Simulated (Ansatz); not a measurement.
**Density of states of Li**

```yaml
crystal:
  lattice:
    - [-1.75000, 1.75000, 1.75000]
    - [1.75000, -1.75000, 1.75000]
    - [1.75000, 1.75000, -1.75000]
  atoms:
    - { symbol: Li, position: [0.00000, 0.00000, 0.00000] }
```

The cell is a measured one (Crystallography Open Database entry 9011628); the temperature and pressure of the measurement aren't taken into account, and nothing was relaxed.

Theory: DFT, PBE, all-electron LAPW, scalar-relativistic in Ansatz 0.2.0.

Settings: a Γ-centred 15×15×15 k mesh, Fermi–Dirac smearing of 0.08 eV, basis error target 0.25 meV/atom, no spin polarisation.

States per eV and cell, averaged over 0.6 eV, from -3.4 to 6.6 eV, with energies (bin centres) from the Fermi level; empty bins are left out. 

```csv
E (eV),total
-3.2,0.11
-2.6,0.21
-2.0,0.27
-1.4,0.32
-0.8,0.38
-0.2,0.46
0.4,0.57
1.0,0.45
1.6,0.31
2.2,0.13
2.8,0.17
3.4,0.73
4.0,0.53
4.6,0.46
5.2,0.41
5.8,0.61
6.4,0.66
```
